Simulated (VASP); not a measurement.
Wanted: an ASE script for a VASP 6.6.1 run.

* Task: band structure
* Functional: PBEsol
* Potentials or basis: VASP PAW PBE potentials, release 64 (Ca_sv, F_h)
* Cutoff: 900 eV
* k mesh: 8 × 8 × 1
* Occupations: gaussian, width 0.1 eV
* Spin: no spin polarisation
* Dipole correction: yes
* Further INCAR settings: ALGO = Normal; EDIFF = 1.00e-06; ISYM = 0

The structure of CaF lies in POSCAR:

```
CaF
1.0
    3.7249700000      0.0000000000      0.0000000000
   -1.8624800000      3.2259200000      0.0000000000
    0.0000000000      0.0000000000     25.5276600000
Ca F
1 1
Direct
    0.6666700000      0.3333300000      0.3107600000
    0.0000000000      0.0000000000      0.2768400000
```

The cell was built by a generator and needn't be a form met in nature.

The input as run:

run.py

```python
from ase.calculators.vasp import Vasp
from ase.dft.bandgap import bandgap
from ase.io import read

atoms = read('POSCAR')
calc = Vasp(
    directory='calc',
    xc='pbesol',
    pp='PBE',
    setups={'base': 'minimal', 'Ca': '_sv', 'F': '_h'},
    prec='Accurate',
    encut=900,
    ediff=1e-06,
    ismear=0,
    sigma=0.1,
    lreal=False,
    lasph=True,
    nelm=100,
    algo='Normal',
    isif=2,
    lwave=False,
    lcharg=True,
    ldipol=True,
    idipol=3,
    dipol=[0.5, 0.5, 0.294],
    kpts=[8, 8, 1],
    gamma=True,
)
atoms.calc = calc

print('energy (eV):', atoms.get_potential_energy())
print('free energy (eV):', atoms.get_potential_energy(force_consistent=True))
efermi = calc.get_fermi_level()
print('Fermi level (eV):', efermi)
path = atoms.cell.bandpath(npoints=40, eps=1e-4)
print('path:', path.path)
calc.set(kpts=path.kpts, reciprocal=True, icharg=11, isym=0, lcharg=False)
calc.calculate(atoms)
print('gap on the path (eV):', bandgap(calc, efermi=efermi)[0])
print('direct gap on the path (eV):', bandgap(calc, efermi=efermi, direct=True)[0])
```

Potentials or basis: VASP PAW PBE potentials, release 64 (Ca_sv, F_h).

Run with:

```bash
$ python run.py
```

It gave:

```json
{
 "Band gap along the path": "none (metal or under the smearing width)"
}
```

Caveat: the log is that of the step along the path at fixed density, whose energy, stress, charges and moments have no meaning; an odd number of electrons without spin polarisation forces a metal; a magnetic or distorted state may lie lower.

Run time: 5.9 min on 1 thread of Intel(R) Xeon(R) Platinum 8559C (Emerald Rapids), on a shared host, peak memory 0.87 GiB.
